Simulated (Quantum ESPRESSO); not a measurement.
# GaSb (F-43m) in Quantum ESPRESSO: further runs

The runs below take GaSb through band structure, with PBE.

Everything below comes from runs of Quantum ESPRESSO 7.5. Logs are shortened: lines on timing, memory, paths and dates and some standing lists are left out, and cuts for length are marked.

**Measured values to compare with.**

A printed reference work, data compilation reports, for a bulk crystal of GaSb at 4.2 K: band gap 0.811 eV (direct).

How close the calculation comes is told below.

## Step 1: The structure

The structure is cubic, space group F-43m (No. 216). Conventional cell: a = 6.118 Å, b = 6.118 Å, c = 6.118 Å, α = 90.00°, β = 90.00°, γ = 90.00°. Around Sb (site symmetry -43m) lie 4 Ga at 2.65 Å. Ga (site symmetry -43m) has 4 Sb at 2.65 Å as nearest neighbours.

## Step 2: Band structure, PBE

pw.in

```
&CONTROL
  calculation = 'scf'
  prefix = 'pwscf'
  outdir = './tmp'
  pseudo_dir = './pseudo'
  tprnfor = .true.
  tstress = .true.
  disk_io = 'low'
/
&SYSTEM
  ibrav = 0
  A = 4.32607929
  nat = 2
  ntyp = 2
  ecutwfc = 80
  nbnd = 21
  occupations = 'smearing'
  smearing = 'fd'
  degauss = 0.00367493
/
&ELECTRONS
  conv_thr = 4d-10
  electron_maxstep = 120
  mixing_beta = 0.5
/
ATOMIC_SPECIES
Sb   121.7600 Sb.upf
Ga    69.7230 Ga.upf
CELL_PARAMETERS alat
   0.0000000000    0.7071067807    0.7071067807
   0.7071067807    0.0000000000    0.7071067807
   0.7071067807    0.7071067807    0.0000000000
ATOMIC_POSITIONS alat
Sb     1.0606601711    1.0606601711    1.0606601711
Ga     0.0000000000    0.0000000000    0.0000000000
K_POINTS automatic
8 8 8 0 0 0
```

bands.in

```
&CONTROL
  calculation = 'bands'
  prefix = 'pwscf'
  outdir = './tmp'
  pseudo_dir = './pseudo'
  disk_io = 'low'
  verbosity = 'high'
/
&SYSTEM
  ibrav = 0
  A = 4.32607929
  nat = 2
  ntyp = 2
  ecutwfc = 80
  nbnd = 21
  occupations = 'smearing'
  smearing = 'fd'
  degauss = 0.00367493
/
&ELECTRONS
  conv_thr = 1d-08
  electron_maxstep = 120
  mixing_beta = 0.5
  diago_full_acc = .true.
  startingwfc = 'random'
/
ATOMIC_SPECIES
Sb   121.7600 Sb.upf
Ga    69.7230 Ga.upf
CELL_PARAMETERS alat
   0.0000000000    0.7071067807    0.7071067807
   0.7071067807    0.0000000000    0.7071067807
   0.7071067807    0.7071067807    0.0000000000
ATOMIC_POSITIONS alat
Sb     1.0606601711    1.0606601711    1.0606601711
Ga     0.0000000000    0.0000000000    0.0000000000
K_POINTS crystal
60
 0.0000000000  0.0000000000  0.0000000000 1
 0.0625000000  0.0000000000  0.0625000000 1
 0.1250000000  0.0000000000  0.1250000000 1
 0.1875000000  0.0000000000  0.1875000000 1
 0.2500000000  0.0000000000  0.2500000000 1
 0.3125000000  0.0000000000  0.3125000000 1
 0.3750000000  0.0000000000  0.3750000000 1
 0.4375000000  0.0000000000  0.4375000000 1
 0.5000000000  0.0000000000  0.5000000000 1
 0.5000000000  0.0625000000  0.5625000000 1
 0.5000000000  0.1250000000  0.6250000000 1
 0.5000000000  0.1875000000  0.6875000000 1
 0.5000000000  0.2500000000  0.7500000000 1
 0.4375000000  0.3125000000  0.7500000000 1
 0.3750000000  0.3750000000  0.7500000000 1
 0.3375000000  0.3375000000  0.6750000000 1
 0.3000000000  0.3000000000  0.6000000000 1
 0.2625000000  0.2625000000  0.5250000000 1
 0.2250000000  0.2250000000  0.4500000000 1
 0.1875000000  0.1875000000  0.3750000000 1
 0.1500000000  0.1500000000  0.3000000000 1
 0.1125000000  0.1125000000  0.2250000000 1
 0.0750000000  0.0750000000  0.1500000000 1
 0.0375000000  0.0375000000  0.0750000000 1
 0.0000000000  0.0000000000  0.0000000000 1
 0.0625000000  0.0625000000  0.0625000000 1
 0.1250000000  0.1250000000  0.1250000000 1
 0.1875000000  0.1875000000  0.1875000000 1
 0.2500000000  0.2500000000  0.2500000000 1
 0.3125000000  0.3125000000  0.3125000000 1
 0.3750000000  0.3750000000  0.3750000000 1
 0.4375000000  0.4375000000  0.4375000000 1
 0.5000000000  0.5000000000  0.5000000000 1
 0.5250000000  0.4500000000  0.5250000000 1
 0.5500000000  0.4000000000  0.5500000000 1
 0.5750000000  0.3500000000  0.5750000000 1
 0.6000000000  0.3000000000  0.6000000000 1
 0.6250000000  0.2500000000  0.6250000000 1
 0.5833333333  0.2500000000  0.6666666667 1
 0.5416666667  0.2500000000  0.7083333333 1
 0.5000000000  0.2500000000  0.7500000000 1
 0.5000000000  0.2857142857  0.7142857143 1
 0.5000000000  0.3214285714  0.6785714286 1
 0.5000000000  0.3571428571  0.6428571429 1
 0.5000000000  0.3928571429  0.6071428571 1
 0.5000000000  0.4285714286  0.5714285714 1
 0.5000000000  0.4642857143  0.5357142857 1
 0.5000000000  0.5000000000  0.5000000000 1
 0.4821428571  0.4821428571  0.5357142857 1
 0.4642857143  0.4642857143  0.5714285714 1
 0.4464285714  0.4464285714  0.6071428571 1
 0.4285714286  0.4285714286  0.6428571429 1
 0.4107142857  0.4107142857  0.6785714286 1
 0.3928571429  0.3928571429  0.7142857143 1
 0.3750000000  0.3750000000  0.7500000000 1
 0.6250000000  0.2500000000  0.6250000000 1
 0.5937500000  0.1875000000  0.5937500000 1
 0.5625000000  0.1250000000  0.5625000000 1
 0.5312500000  0.0625000000  0.5312500000 1
 0.5000000000  0.0000000000  0.5000000000 1
```

Potentials or basis: PseudoDojo 0.4.1 SR PBE standard.

Started as:

```
OMP_NUM_THREADS=1 pw.x -in pw.in > pw.out
OMP_NUM_THREADS=1 pw.x -in bands.in > bands.out
```

pw.out:

```text
This program is part of the open-source Quantum ESPRESSO suite
     for quantum simulation of materials; please cite
[... 9 lines left out ...]
     --------------------
     sticks:   dense  smooth     PW     G-vecs:    dense   smooth      PW
     Sum        1483    1483    433                37461    37461    5817

     Using Slab Decomposition

     bravais-lattice index     =            0
     lattice parameter (alat)  =       8.1751  a.u.
     unit-cell volume          =     386.3359 (a.u.)^3
     number of atoms/cell      =            2
     number of atomic types    =            2
     number of electrons       =        28.00
     number of Kohn-Sham states=           21
     kinetic-energy cutoff     =      80.0000  Ry
     charge density cutoff     =     320.0000  Ry
     scf convergence threshold =      4.0E-10
     mixing beta               =       0.5000
     number of iterations used =            8  plain     mixing
     Exchange-correlation= PBE
                           (   1   4   3   4   0   0   0)

     celldm(1)=   8.175105  celldm(2)=   0.000000  celldm(3)=   0.000000
     celldm(4)=   0.000000  celldm(5)=   0.000000  celldm(6)=   0.000000

     crystal axes: (cart. coord. in units of alat)
               a(1) = (   0.000000   0.707107   0.707107 )
               a(2) = (   0.707107   0.000000   0.707107 )
               a(3) = (   0.707107   0.707107   0.000000 )

     reciprocal axes: (cart. coord. in units 2 pi/alat)
               b(1) = ( -0.707107  0.707107  0.707107 )
               b(2) = (  0.707107 -0.707107  0.707107 )
               b(3) = (  0.707107  0.707107 -0.707107 )

     PseudoPot. # 1 for Sb read from file:
     Sb.upf
     Pseudo is Norm-conserving + core correction, Zval = 15.0
     Generated using ONCVPSP code by D. R. Hamann
     Using radial grid of 1434 points,  6 beta functions with:
                l(1) =   0
                l(2) =   0
                l(3) =   1
                l(4) =   1
                l(5) =   2
                l(6) =   2

     PseudoPot. # 2 for Ga read from file:
     Ga.upf
     Pseudo is Norm-conserving + core correction, Zval = 13.0
     Generated using ONCVPSP code by D. R. Hamann
     Using radial grid of 1902 points,  6 beta functions with:
                l(1) =   0
                l(2) =   0
                l(3) =   1
                l(4) =   1
                l(5) =   2
                l(6) =   2

     atomic species   valence    mass     pseudopotential
     Sb               15.00   121.76000     Sb( 1.00)
     Ga               13.00    69.72300     Ga( 1.00)

     24 Sym. Ops. (no inversion) found

   Cartesian axes

     site n.     atom                  positions (alat units)
         1        Sb     tau(   1) = (   1.0606602   1.0606602   1.0606602  )
         2        Ga     tau(   2) = (   0.0000000   0.0000000   0.0000000  )

     number of k points=    29  Fermi-Dirac smearing, width (Ry)=  0.0037
                       cart. coord. in units 2pi/alat
        k(    1) = (   0.0000000   0.0000000   0.0000000), wk =   0.0039062
        k(    2) = (   0.0883883   0.0883883  -0.0883883), wk =   0.0312500
        k(    3) = (   0.1767767   0.1767767  -0.1767767), wk =   0.0312500
        k(    4) = (   0.2651650   0.2651650  -0.2651650), wk =   0.0312500
        k(    5) = (  -0.3535534  -0.3535534   0.3535534), wk =   0.0156250
        k(    6) = (   0.1767767   0.0000000   0.0000000), wk =   0.0234375
[... 21 lines left out ...]
        k(   28) = (  -0.7071068   0.1767767   0.0000000), wk =   0.0468750
        k(   29) = (  -0.7071068   0.3535534   0.0000000), wk =   0.0234375

     Dense  grid:    37461 G-vectors     FFT dimensions: (  48,  48,  48)

     Initial potential from superposition of free atoms

     starting charge      27.9968, renormalised to      28.0000
     Starting wfcs are   18 randomized atomic wfcs +    3 random wfcs

     Self-consistent Calculation

     iteration #  1     ecut=    80.00 Ry     beta= 0.50
     Davidson diagonalization with overlap
     ethr =  1.00E-02,  avg # of iterations =  5.6

     Threshold (ethr) on eigenvalues was too large:
     Diagonalizing with lowered threshold

     Davidson diagonalization with overlap
     ethr =  9.54E-05,  avg # of iterations =  3.8

     total energy              =    -334.87654023 Ry
     estimated scf accuracy    <       0.02739432 Ry

     iteration #  2     ecut=    80.00 Ry     beta= 0.50
     Davidson diagonalization with overlap
     ethr =  9.78E-05,  avg # of iterations =  1.0
[... 36 lines left out ...]
     total energy              =    -334.87778256 Ry
     estimated scf accuracy    <          4.3E-09 Ry

     iteration #  8     ecut=    80.00 Ry     beta= 0.50
     Davidson diagonalization with overlap
     ethr =  1.53E-11,  avg # of iterations =  2.1

     End of self-consistent calculation

          k = 0.0000 0.0000 0.0000 (  4645 PWs)   bands (ev):

   -20.5009 -20.5009 -20.5009 -20.4828 -20.4828  -6.6974  -6.6974  -6.6974
    -6.6486  -6.6486  -3.1544   8.3229   8.3229   8.3229   8.3620  11.1194
    11.1194  11.1194  14.1722  17.0791  17.0791

          k = 0.0884 0.0884-0.0884 (  4684 PWs)   bands (ev):

   -20.5009 -20.5005 -20.5005 -20.4828 -20.4828  -6.7016  -6.6955  -6.6955
    -6.6488  -6.6488  -2.9946   6.3171   8.0712   8.0712   9.3626  11.4659
    11.4659  11.7645  15.0035  16.2308  16.2308
[... 13 lines left out ...]
          k =-0.3536-0.3536 0.3536 (  4664 PWs)   bands (ev):

   -20.5003 -20.4983 -20.4983 -20.4819 -20.4819  -6.7253  -6.6862  -6.6862
    -6.6486  -6.6486  -1.5329   1.9669   7.1737   7.1737   8.7345  12.0910
    12.0910  14.8471  17.7146  18.3613  18.3613

          k = 0.1768 0.0000 0.0000 (  4673 PWs)   bands (ev):

   -20.5014 -20.5001 -20.5001 -20.4831 -20.4824  -6.7050  -6.6937  -6.6937
    -6.6499  -6.6482  -2.9406   6.2624   7.6471   7.6471  10.0251  10.8086
    12.0729  12.0729  15.1397  15.3000  17.2915

          k = 0.2652 0.0884-0.0884 (  4676 PWs)   bands (ev):

   -20.5014 -20.4992 -20.4991 -20.4832 -20.4820  -6.7134  -6.6901  -6.6893
    -6.6512  -6.6479  -2.5806   4.7417   7.1218   7.1743  10.1455  11.0848
    12.7766  12.9820  15.0846  16.4244  17.0436
[... 19 lines left out ...]
          k =-0.0884-0.2652 0.2652 (  4679 PWs)   bands (ev):

   -20.5005 -20.4991 -20.4988 -20.4827 -20.4820  -6.7181  -6.6890  -6.6871
    -6.6503  -6.6487  -2.2063   3.6262   6.2505   7.5817   9.9537  12.0997
    12.2349  13.6532  15.3983  16.3648  17.7643

          k = 0.0000-0.1768 0.1768 (  4683 PWs)   bands (ev):

   -20.5009 -20.5001 -20.4996 -20.4829 -20.4824  -6.7084  -6.6934  -6.6912
    -6.6499  -6.6486  -2.7347   5.2090   6.9498   8.0253   9.9533  11.5667
    11.6538  12.8873  15.3620  15.9799  16.2346

          k = 0.3536 0.0000 0.0000 (  4664 PWs)   bands (ev):

   -20.5024 -20.4980 -20.4980 -20.4837 -20.4813  -6.7218  -6.6846  -6.6846
    -6.6541  -6.6471  -2.3208   4.2677   6.6644   6.6644   9.5937  11.0548
    13.8596  13.8596  14.8451  17.4738  17.9306

          k = 0.4419 0.0884-0.0884 (  4669 PWs)   bands (ev):

   -20.5025 -20.4972 -20.4970 -20.4837 -20.4809  -6.7294  -6.6809  -6.6802
    -6.6556  -6.6468  -1.8073   3.1498   5.9837   6.3575   9.8013  11.0449
    13.7665  14.4048  16.7626  18.2570  18.4926
[... 7 lines left out ...]
          k =-0.0884-0.4419 0.4419 (  4659 PWs)   bands (ev):

   -20.5003 -20.4980 -20.4970 -20.4826 -20.4815  -6.7316  -6.6813  -6.6799
    -6.6520  -6.6493  -1.1401   2.0391   4.8802   6.6126  10.0948  12.9930
    13.7061  14.6307  15.5177  16.6029  18.8367

          k = 0.0000-0.3536 0.3536 (  4672 PWs)   bands (ev):

   -20.4999 -20.4986 -20.4980 -20.4823 -20.4821  -6.7259  -6.6841  -6.6835
    -6.6506  -6.6498  -1.6530   2.8042   5.1334   7.1018  10.3319  12.9495
    13.0453  13.4199  15.4648  16.9790  19.0303

          k = 0.5303 0.0000-0.0000 (  4672 PWs)   bands (ev):

   -20.5035 -20.4959 -20.4959 -20.4843 -20.4802  -6.7371  -6.6753  -6.6753
    -6.6591  -6.6460  -1.3928   2.4950   5.9910   5.9910   9.2253  10.1377
    15.7863  15.7863  16.6886  19.0020  19.5275
[... 7 lines left out ...]
          k =-0.0000-0.5303 0.5303 (  4660 PWs)   bands (ev):

   -20.5018 -20.4966 -20.4959 -20.4835 -20.4807  -6.7373  -6.6773  -6.6750
    -6.6559  -6.6479  -0.7759   1.7057   4.7216   6.1388   9.7414  12.2166
    14.9639  15.1753  15.9079  17.2953  19.8934

          k =-0.7071 0.0000 0.0000 (  4720 PWs)   bands (ev):

   -20.5039 -20.4951 -20.4951 -20.4845 -20.4798  -6.7430  -6.6713  -6.6713
    -6.6613  -6.6456  -0.7106   1.5259   5.7569   5.7569   9.2406   9.5867
    17.0609  17.0609  18.4174  19.1975  19.8943

          k = 0.3536 0.1768-0.0000 (  4687 PWs)   bands (ev):

   -20.5015 -20.4983 -20.4981 -20.4832 -20.4815  -6.7217  -6.6862  -6.6846
    -6.6527  -6.6477  -2.1430   3.7320   5.9973   7.0208  10.5509  11.2381
    12.8286  13.6059  15.7271  17.4522  17.7497
[... 25 lines left out ...]
          k =-0.0000-0.3536 0.5303 (  4667 PWs)   bands (ev):

   -20.5001 -20.4987 -20.4960 -20.4830 -20.4813  -6.7334  -6.6808  -6.6773
    -6.6530  -6.6493  -1.0178   2.0150   4.7587   6.0953  10.9445  12.6902
    12.9935  14.6545  15.9683  17.1760  19.8910

          k =-0.7071 0.1768 0.0000 (  4668 PWs)   bands (ev):

   -20.5027 -20.4963 -20.4950 -20.4840 -20.4802  -6.7401  -6.6749  -6.6730
    -6.6581  -6.6469  -0.6891   1.5895   5.3285   5.4523  10.2595  10.5393
    15.3113  15.3796  18.2717  18.6113  19.7767

          k =-0.7071 0.3536 0.0000 (  4648 PWs)   bands (ev):

   -20.5003 -20.4987 -20.4950 -20.4833 -20.4809  -6.7368  -6.6789  -6.6742
    -6.6543  -6.6492  -0.6670   1.6591   4.9830   5.2038  12.0161  12.6607
    12.7629  13.1090  18.3022  18.5696  19.8177

     the Fermi energy is     8.3910 ev

!    total energy              =    -334.87778257 Ry
     estimated scf accuracy    <          1.0E-10 Ry
     smearing contrib. (-TS)   =      -0.00003554 Ry
     internal energy E=F+TS    =    -334.87774703 Ry

     The total energy is F=E-TS. E is the sum of the following terms:
     one-electron contribution =    -165.19071810 Ry
     hartree contribution      =     100.98255384 Ry
     xc contribution           =     -87.36990700 Ry
     ewald contribution        =    -183.29967578 Ry

     convergence has been achieved in   8 iterations

     Forces acting on atoms (cartesian axes, Ry/au):

     atom    1 type  1   force =     0.00000000    0.00000000    0.00000000
     atom    2 type  2   force =    -0.00000000    0.00000000   -0.00000000

     Total force =     0.000000     Total SCF correction =     0.000000

     Computing stress (Cartesian axis) and pressure

          total   stress  (Ry/bohr**3)                   (kbar)     P=       23.27
   0.00015816   0.00000000   0.00000000           23.27        0.00        0.00
   0.00000000   0.00015816   0.00000000            0.00       23.27        0.00
   0.00000000   0.00000000   0.00015816            0.00        0.00       23.27

=------------------------------------------------------------------------------=
   JOB DONE.
=------------------------------------------------------------------------------=
```

It took 3 min on 1 thread of Arm Neoverse V2, shared host; peak memory 0.13 GiB.

Results:

```yaml
Free_energy: -4556.2443 eV
Pressure: 2.3 GPa
Band_gap_on_the_k_mesh: none (metal or under the smearing width)
```

Levels at the corners of the path, in eV from the Fermi level:
| point | band 12 | band 13 | band 14 | band 15 | band 16 | band 17 |
| --- | --- | --- | --- | --- | --- | --- |
| Γ | -0.07 | -0.07 | -0.07 | -0.03 | 2.73 | 2.73 |
| X | -6.87 | -2.63 | -2.63 | 0.85 | 1.20 | 8.67 |
| W | -6.73 | -3.41 | -3.19 | 3.63 | 4.27 | 4.37 |
| K | -6.69 | -3.67 | -2.25 | 1.35 | 3.83 | 6.57 |
| Γ | -0.07 | -0.07 | -0.07 | -0.03 | 2.73 | 2.73 |
| L | -6.42 | -1.22 | -1.22 | 0.34 | 3.70 | 3.70 |
| U | -6.69 | -3.67 | -2.25 | 1.35 | 3.83 | 6.57 |
| W | -6.73 | -3.41 | -3.19 | 3.63 | 4.27 | 4.37 |
| L | -6.42 | -1.22 | -1.22 | 0.34 | 3.70 | 3.70 |
| K | -6.69 | -3.67 | -2.25 | 1.35 | 3.83 | 6.57 |
| U | -6.69 | -3.67 | -2.25 | 1.35 | 3.83 | 6.57 |
| X | -6.87 | -2.63 | -2.63 | 0.85 | 1.20 | 8.67 |

Caveat: spin-orbit coupling is left out, which moves the levels of the heavy elements.

(Part 1 of 2 ends here.)
